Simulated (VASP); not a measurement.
Input of a VASP 6.6.1 run:

Contents of INCAR:

```
SYSTEM = NaH
PREC = Accurate
ENCUT = 520
EDIFF = 1E-6
ISMEAR = 0
SIGMA = 0.05
LREAL = .FALSE.
LASPH = .TRUE.
NELM = 60
ALGO = Fast
ISIF = 2
LWAVE = .FALSE.
LCHARG = .FALSE.
GGA = CA
NBANDS = 11
```

File KPOINTS:

```
Automatic mesh
0
G
  8 8 8
  0 0 0
```

POSCAR

```
NaH
1.0
    0.0000000000      2.4400000000      2.4400000000
    2.4400000000      0.0000000000      2.4400000000
    2.4400000000      2.4400000000      0.0000000000
Na H
1 1
Direct
    0.0000000000      0.0000000000      0.0000000000
    0.5461065574      0.3616803279      0.4538934426
```

Potentials or basis: VASP PAW LDA potentials, release 64 (Na_pv, H).

The run is started by

```sh
$ cat potpaw_LDA.64/Na_pv/POTCAR potpaw_LDA.64/H/POTCAR > POTCAR
$ mpirun -np 1 vasp_std > vasp.out
```

Task: What does it give for the pressure?

Result: -0.4 GPa.

Task: Predict the largest force.

Result: 0.565 eV/Å.

Task: Predict the band gap on the k mesh.

Result: 3.28 eV, indirect (least direct gap 4.19 eV).

Stress tensor (GPa, compression positive):
```
 3.16  0.00 -0.76
 0.00 -2.80  0.00
-0.76  0.00 -1.54
```

A k mesh can miss the band edges.
